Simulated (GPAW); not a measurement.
SnTe:

```
Te Sn
1.0
     0.00000    3.15085    3.15085
     3.15085    0.00000    3.15085
     3.15085    3.15085    0.00000
Te Sn
1 1
Direct
  0.50000 0.50000 0.50000
  0.00000 0.00000 0.00000
```

```yaml
Program: GPAW 26.7.0
Task: relaxation of cell and atoms
Functional: PBEsol
Dispersion: D4
Potentials_or_basis: PAW data sets generated in the run's folder for this functional
Cutoff: 600 eV
Basis: pw
k_mesh: 7 × 7 × 7
Occupations: fermi-dirac, width 0.05 eV
Spin: no spin polarisation
```

At the start: pressure -1.9 GPa; volume 31.28 Å³/atom.

Question: How do energy, volume and symmetry change on relaxing?

Answer: Over 3 steps the energy falls by 7.4 meV/atom and the volume is 29.98 Å³/atom (-4.1 %); space group Fm-3m (No. 225, to 0.05 Å).

Step by step:
```csv
step,energy change (eV),largest force (eV/Å),pressure (GPa),volume (Å³)
1,0.0000,0.0000,-1.87,62.56
2,-0.0051,0.0000,-1.53,62.08
3,-0.0148,0.0000,0.09,59.97
```

Final structure:
```
Te Sn
1.0
     0.00000    3.10671    3.10671
     3.10671    0.00000    3.10671
     3.10671    3.10671    0.00000
Te Sn
1 1
Cartesian
  3.1067 3.1067 3.1067
  0.0000 0.0000 0.0000
```

Caveat: later steps reuse the first step's grids.
